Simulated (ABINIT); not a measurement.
GaP:

```
CELL_PARAMETERS angstrom
0.00000 2.72525 2.72525
2.72525 0.00000 2.72525
2.72525 2.72525 0.00000
ATOMIC_POSITIONS crystal
Ga 0.00000 0.00000 0.00000
P 0.75000 0.75000 0.75000
```

Base run:

| Property | Result |
| --- | --- |
| Program | ABINIT 10.8.3 (patched build) |
| Functional | PBE0 |
| Potentials or basis | SPMS NC PBE v1.0 |
| Cutoff | 816 eV |
| k mesh | 6 × 6 × 6 |
| Occupations | fermi-dirac, width 0.05 eV |
| Spin | no spin polarisation |

Its results: band gap on the k mesh 3.17 eV, indirect (least direct gap 3.55 eV).

After a change of settings the same cell gave: band gap on the k mesh 3.79 eV, indirect (least direct gap 4.27 eV). Which change was it?
A. share of exact exchange from 0.25 to 0.15
B. share of exact exchange from 0.25 to 0.35
C. share of exact exchange from 0.25 to 0.05
D. functional from PBE0 to HSE06; occupations from fermi-dirac, width 0.05 eV to fixed

B.

Caveats: exact exchange is summed on a coarse mesh, which widens gaps by tenths of an eV.

Runs at the PBE level aren't shown here.
